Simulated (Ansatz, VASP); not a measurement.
# One calculation of GaSb, two programs

Contents of INCAR:

```
PREC     = Accurate       # precision mode
ENCUT    = 600            # plane-wave cutoff, eV
EDIFF    = 1E-7           # SCF threshold, eV
ISMEAR   = -1             # smearing method
SIGMA    = 0.05           # smearing width, eV
LREAL    = F              # projectors in reciprocal space
LASPH    = T              # aspherical terms in the spheres
NELM     = 80             # most SCF steps
ALGO     = Normal         # electronic algorithm
ISIF     = 3              # what is computed and relaxed
LWAVE    = F              # write WAVECAR
LCHARG   = F              # write CHGCAR
GGA      = PE             # functional
IBRION   = 2              # ionic algorithm
NSW      = 40             # ionic steps
EDIFFG   = -0.01          # ionic threshold
```

File KPOINTS:

```
regular mesh
0
Gamma
  8 8 8
```

File POSCAR:

```
GaSb
1.0
    0.0000000000      3.0590000000      3.0590000000
    3.0590000000      0.0000000000      3.0590000000
    3.0590000000      3.0590000000      0.0000000000
Sb Ga
1 1
Direct
    0.7500000000      0.7500000000      0.7500000000
    0.0000000000      0.0000000000      0.0000000000
```

Contents of input.yaml:

```yaml
crystal:
  lattice:
    - [0.0, 3.059, 3.059]
    - [3.059, 0.0, 3.059]
    - [3.059, 3.059, 0.0]
  atoms:
    - { symbol: Sb, position: [0.75, 0.75, 0.75] }
    - { symbol: Ga, position: [0.0, 0.0, 0.0] }
hamiltonian:
  xc: pbe
  pseudopotentials: { kind: paw }
kpoints:
  mp_grid: { grid: [8, 8, 8] }
scf:
  occupations: { method: fermi_dirac, width: 0.05 }
output:
  forces: true
  stress: true
relax:
  f_tol: 0.01
  max_steps: 40
  cell: { stress_tol: 0.05 }
```

Alike in both runs: task relaxation of cell and atoms; functional PBE; k mesh 8 × 8 × 8; occupations fermi-dirac, width 0.05 eV; no spin polarisation.

|  | VASP | Ansatz |
| --- | --- | --- |
| version | VASP 6.6.1 | Ansatz 0.2.0 |
| potentials or method | VASP PAW PBE potentials, release 54 (Sb, Ga_d) | Ansatz PAW |
| plane-wave cutoff (eV) | 600 | 420 |
| valence electrons in the cell | 18 | 28 |

|  | VASP | Ansatz | Ansatz less VASP |
| --- | --- | --- | --- |
| relaxed volume (Å³/atom) | 30.04 | 30.00 | -0.036 |
| relaxed cell length with the largest relative difference (Å) | 4.396 | 4.394 | -0.0017 |
| energy change over the relaxation (meV/atom) | -10 | -10 | +0.5 |

The two sets of potentials don't hold the same shells in valence.

Caveats: the plane-wave basis is chosen anew once the cell has moved, so the energies of steps on either side of that aren't comparable (Ansatz). The runs have no spin-orbit coupling, so splittings on Sb are missing. Zero-point motion and thermal expansion aren't in these numbers.
